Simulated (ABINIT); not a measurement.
Here is an ABINIT 10.8.3 (patched build) calculation.

run.abi

```
# Datasets
ndtset 3

# Pseudopotentials
pp_dirpath "./"
pseudos "Pt.upf, Te.upf"

# Structure
acell 13.3094739665 13.3094739665 13.3094739665
rprim
     0.2813497578     0.1624373584     0.9457570610
    -0.2813497578     0.1624373584     0.9457570610
     0.0000000000    -0.3248747168     0.9457570610
ntypat 2
znucl 78 52
natom 4
typat 1 1 2 2
xred
   0.1296666667   0.1296666667   0.1296666667
   0.8703333333   0.8703333333   0.8703333333
   0.4020000000   0.4020000000   0.4020000000
   0.5980000000   0.5980000000   0.5980000000

# Plane-wave basis
ecut 1034.032677 eV

# k points
ngkpt 8 8 8
nshiftk 1
shiftk 0.0 0.0 0.0
istwfk *1

# Exchange and correlation
ixc -116133

# Bands and occupations
occopt 3
tsmear 0.05 eV

# SCF cycle
nstep 80

# Output
iomode 3
prteig 0
prtebands 0

# Dataset 1: ground state
nband1 41
tolvrs1 1.0e-12
prtden1 1
prtwf1 0
kptopt1 1

# Dataset 2: empty bands at fixed density
iscf2 -3
getden2 1
nband2 50
nbdbuf2 4
tolwfr2 1.0e-12
nstep2 120
prtden2 0
kptopt2 1

# Dataset 3: wave functions and velocity matrix elements in the full zone
optdriver3 8
wfk_task3 "wfk_optics_fullbz"
getwfk3 2
nband3 46
kptopt3 1
prtevk3 1
inclvkb3 2
```

File optic.abi:

```
&FILES
 ddkfile_1 = 'runo_DS3_1_EVK.nc',
 ddkfile_2 = 'runo_DS3_2_EVK.nc',
 ddkfile_3 = 'runo_DS3_3_EVK.nc',
 wfkfile = 'runo_DS3_WFK.nc'
/
&PARAMETERS
 broadening = 0.001837,
 domega = 0.002,
 maxomega = 0.8,
 scissor = 0.000000,
 tolerance = 0.002
/
&COMPUTATIONS
 num_lin_comp = 2,
 lin_comp = 11,33,
 num_nonlin_comp = 0
/
```

Potentials or basis: PseudoDojo NC SR PBEsol v0.4.1 standard.

The run is started by

```bash
$ mpirun --bind-to none -np 4 abinit run.abi > log 2>&1
$ optic optic.abi > optic.log 2>&1
```

**Question.** What does it give for the largest force?

**Answer.** 0.286 eV/Å.

**Question.** Predict the band gap on the k mesh.

**Answer.** None (metal or under the smearing width).

**Question.** What does it give for the pressure?

**Answer.** -0.2 GPa.

Stress tensor (GPa, compression positive):
```
 0.03  0.00  0.00
 0.00  0.03  0.00
 0.00  0.00 -0.57
```

 The run has no spin-orbit coupling, so splittings on Pt, Te are missing.
